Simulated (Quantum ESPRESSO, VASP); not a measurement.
This is a calculation of InAs for Quantum ESPRESSO 7.5. Atoms were shifted at random by some hundredths of an Å from the given cell, which wasn't relaxed again for these runs. 

pw.in

```
&CONTROL
  calculation = 'scf'
  prefix = 'pwscf'
  outdir = './tmp'
  pseudo_dir = './pseudo'
  tprnfor = .true.
  tstress = .true.
  disk_io = 'nowf'
/
&SYSTEM
  ibrav = 0
  nat = 2
  ntyp = 2
  ecutwfc = 55
  ecutrho = 440
  nbnd = 15
  occupations = 'smearing'
  smearing = 'fd'
  degauss = 0.00367493
/
&ELECTRONS
  conv_thr = 4d-10
  electron_maxstep = 120
  mixing_beta = 0.5
/
ATOMIC_SPECIES
In   114.8180 In.pbe-dn-rrkjus_psl.0.2.2.UPF
As    74.9216 As.pbe-n-rrkjus_psl.0.2.UPF
CELL_PARAMETERS angstrom
   0.0000000000    3.0180000000    3.0180000000
   3.0180000000    0.0000000000    3.0180000000
   3.0180000000    3.0180000000    0.0000000000
ATOMIC_POSITIONS crystal
In     0.0064250000   -0.0047280000   -0.0040950000
As     0.7592530000    0.7470640000    0.7471870000
K_POINTS automatic
8 8 8 0 0 0
```

Potentials or basis: SSSP 1.3 efficiency PBE.

The run is started by

```console
$ OMP_NUM_THREADS=1 pw.x -in pw.in > pw.out
```

Translate it to VASP 6.6.1. Potentials or basis there: PBE PAW files As, In_d, 520 eV.

As run (cutoffs and basis follow the program's own potentials, and thresholds, step limits or extra output files can differ):

The input INCAR:

```
PREC = Accurate
ENCUT = 520
EDIFF = 1E-7
ISMEAR = -1
SIGMA = 0.05
LREAL = False
LASPH = True
NELM = 80
ALGO = Normal
ISIF = 2
LWAVE = False
LCHARG = False
GGA = PE
NBANDS = 16
```

File KPOINTS:

```
Automatic mesh
0
Gamma
  8 8 8
```

File POSCAR:

```
InAs
1.0
    0.0000000000      3.0180000000      3.0180000000
    3.0180000000      0.0000000000      3.0180000000
    3.0180000000      3.0180000000      0.0000000000
In As
1 1
Direct
    0.0064250000     -0.0047280000     -0.0040950000
    0.7592530000      0.7470640000      0.7471870000
```

Potentials or basis: VASP PAW PBE potentials, release 64 (In_d, As).

Run with:

```bash
$ cat potpaw_PBE.64/In_d/POTCAR potpaw_PBE.64/As/POTCAR > POTCAR
$ mpirun -np 1 vasp_std > vasp.out
```

Both were run:

|  | Quantum ESPRESSO | VASP |
| --- | --- | --- |
| Pressure | 4.4 GPa | 4.4 GPa |
| Largest force | 0.175 eV/Å | 0.172 eV/Å |

Pressure is positive in compression.
